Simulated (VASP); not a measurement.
# A VASP 6.6.1 single-point calculation on CdTe

INCAR

```
ISIF = 2
LASPH = .TRUE.
PREC = Accurate
ENCUT = 520
LREAL = Auto
NSW = 0
LCHARG = .FALSE.
GGA = PE
NELM = 120
IBRION = -1
SIGMA = 0.02
ISMEAR = -1
NBANDS = 16
EDIFF = 1E-7
LWAVE = .FALSE.
```

KPOINTS

```
KPOINTS created by Atomic Simulation Environment
0
Gamma
6 6 6
0 0 0
```

POSCAR

```
Cd Te
 1.0000000000000000
    -0.0000000000000000    3.2799551161722134    3.2799551161722134
     3.2799551161722134    0.0000000000000000    3.2799551161722134
     3.2799551161722134    3.2799551161722134    0.0000000000000000
 Cd  Te
   1   1
Cartesian
  0.0000000000000000  0.0000000000000000 -0.0000000000000000
  1.6399775580861065  1.6399775580861065  1.6399775580861065
```

The recommended PBE PAW datasets give the neutral cell 18 valence electrons.

Command

```
mpirun -np 1 vasp_std
```

Q: Predict the outcome of this run.

A: It converged. Results: gap between bands v and c on the k mesh 0.66 eV; least direct gap on the k mesh 0.66 eV; pressure 1.1 GPa. Band v is the last that the valence electrons fill when counted band by band, and c is the next.

OSZICAR

```
N       E                     dE             d eps       ncg     rms          rms(c)
DAV:   1     0.993994205416E+02    0.99399E+02   -0.83171E+03   520   0.972E+02
DAV:   2    -0.150977353409E+01   -0.10091E+03   -0.96215E+02   592   0.235E+02
DAV:   3    -0.500299597450E+01   -0.34932E+01   -0.34883E+01   640   0.459E+01
DAV:   4    -0.503464090942E+01   -0.31645E-01   -0.31644E-01   736   0.377E+00
DAV:   5    -0.503471493818E+01   -0.74029E-04   -0.74029E-04   672   0.178E-01    0.520E+00
DAV:   6    -0.481521915080E+01    0.21950E+00   -0.37352E-01   600   0.713E+00    0.431E+00
DAV:   7    -0.479976506618E+01    0.15454E-01   -0.10343E-01   568   0.207E+00    0.168E+00
DAV:   8    -0.480073748188E+01   -0.97242E-03   -0.10323E-02   576   0.114E+00    0.452E-01
DAV:   9    -0.480107752883E+01   -0.34005E-03   -0.94867E-04   592   0.314E-01    0.102E-01
DAV:  10    -0.480113775198E+01   -0.60223E-04   -0.11049E-04   632   0.996E-02    0.548E-02
DAV:  11    -0.480117847971E+01   -0.40728E-04   -0.80581E-05   584   0.550E-02    0.373E-02
DAV:  12    -0.480117761891E+01    0.86080E-06   -0.30612E-06   640   0.133E-02    0.224E-02
DAV:  13    -0.480117740713E+01    0.21178E-06   -0.61342E-07   616   0.364E-03    0.131E-02
DAV:  14    -0.480117750258E+01   -0.95448E-07   -0.95015E-07   576   0.541E-03
   1 F= -.48011775E+01 E0= -.48011775E+01  d E =-.775310E-09
```

For comparison, a separate PBE run of the intended cell, on usual settings and not on those above, gives a gap of 0.66 eV on its mesh and a pressure of 1.1 GPa.
